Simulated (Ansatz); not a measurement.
# WSe₂: a line through a two-coordinate scan

Aim: follow the energy of WSe2 (P-3m1, No. 164; 6 atoms in the cell) along one coordinate, shift of W1 along [0 0 1], with the other held at shift of W1 along [1 0 0] = −0.83 Å.

Program: Ansatz 0.2.0. Level of theory: DFT PBEsol, scalar-relativistic, plane waves, PAW. These are calculated values, not measurements.

2 further runs of the same task are left out: 2 set aside as unsound or not needed. Runs told in other sessions of the task aren't counted.

## 1. The structure to begin with

Symmetry: P-3m1, No. 164, trigonal system. The conventional cell has a = 3.271 Å, b = 3.271 Å, c = 23.987 Å, α = 90.00°, β = 90.00°, γ = 120.00°. W (site symmetry 3m) has 6 Se at 2.52 Å in its first shell of neighbours. Se (site symmetry 3m) is surrounded by 3 W at 2.52 Å.

As a file:

```
CELL_PARAMETERS angstrom
3.27058 0.00000 0.00000
-1.63529 2.83241 0.00000
0.00000 0.00000 23.98700
ATOMIC_POSITIONS crystal
W 0.66667 0.33333 0.13762
W 0.33333 0.66667 0.86238
Se 0.33333 0.66667 0.20734
Se 0.66667 0.33333 0.93219
Se 0.33333 0.66667 0.06781
Se 0.66667 0.33333 0.79266
```

It goes back to an entry of the Materials Project, which need not be the stable form.

It is the result of an earlier relaxation at this level (volume 37.03 Å³/atom; gap on the mesh: 1.50 eV).

## 2. The scan

Atoms count from 1 in the order of the input.

One atom moved over a plane, all else fixed.

- shift of W1 along [1 0 0]: 7 values from −0.83 to 0.83 Å
- shift of W1 along [0 0 1]: 7 values from −0.83 to 0.83 Å

Nothing else is relaxed (all other atoms fixed). Energies count from the relaxed crystal. Points are written as (first, second).

## 3. Grid point (−0.83 Å, −0.55 Å)

input.yaml reads:

```yaml
crystal:
  lattice:
    - [3.2705808386, 0.0, 0.0]
    - [-1.6352904193, 2.8324060913, 0.0]
    - [0.0, 0.0, 23.9869951139]
  atoms:
    - { symbol: W, position: [0.4128891143, 0.3333333333, 0.1145554758] }
    - { symbol: W, position: [0.3333333333, 0.6666666667, 0.8623778584] }
    - { symbol: Se, position: [0.3333333333, 0.6666666667, 0.2073407565] }
    - { symbol: Se, position: [0.6666666667, 0.3333333333, 0.9321940382] }
    - { symbol: Se, position: [0.3333333333, 0.6666666667, 0.0678059618] }
    - { symbol: Se, position: [0.6666666667, 0.3333333333, 0.7926592435] }
basis:
  ecutwfc: 420
kpoints:
  mp_grid: { grid: [9, 9, 2] }
hamiltonian:
  xc: pbesol
  pseudopotentials: { kind: paw, azcp: { folder: soft_1 } }
scf:
  occupations: { method: gaussian, width: 0.05 }
output:
  forces: true
  stress: true
  eigenvalues: true
```

Run with:

```
$ ansatz run input.yaml --threads 2 --pin off --max-ram 4096MiB --backend cpu --events-out ev --progress --plain --runs-dir out
```

The session goes on with these runs: the other points of the line.

What does the calculation give? Wanted: for each run, shift of W1 along [0 0 1]; energy; slope; pressure; largest force on an atom.

As calculated:

| shift of W1 along [0 0 1] (Å) | step | energy (eV) | slope (eV per Å) | pressure (GPa) | largest force on an atom (eV/Å) |
| --- | --- | --- | --- | --- | --- |
| −0.55 | 3 | 14.5 | −38 | 21.7 | 52.4 |
| −0.28 | 4 | 7.0 | −17 | 11.9 | 23.4 |
| 0.00 | 5 | 4.6 | 0 | 8.6 | 9.6 |
| 0.28 | 6 | 7.0 | 18 | 12.0 | 23.6 |
| 0.55 | 7 | 14.6 | 38 | 21.9 | 52.7 |

Energies count from the relaxed crystal. Slopes come from the forces (and the stress, where the cell changes), not from differences of energies.

The lowest point computed on the line is at 0.00 Å, 4.6 eV from the zero. A fit to energies and slopes at the lowest point and its two neighbours puts the minimum at −0.001 Å, with a curvature of about 60 eV per Å². The highest point computed, at 0.55 Å, lies 10.0 eV above the lowest. This is one cut through a surface in two coordinates; the map's lowest point lies off it. The host is rigid and the atom is kept to this plane, so wells and barriers of the map are not those of diffusion. The gap on the mesh closes on part of the grid. Spin-orbit coupling is left out for W. Where forces pass 15 eV/Å atoms stand far too close, the PAW spheres overlap strongly and those numbers are rough.

These are semilocal Kohn-Sham gaps, which aren't the measured quantity. Such gaps usually fall short of the measured ones. The cell is layered and no dispersion term is used, so the spacing and stiffness across the layers are uncertain.
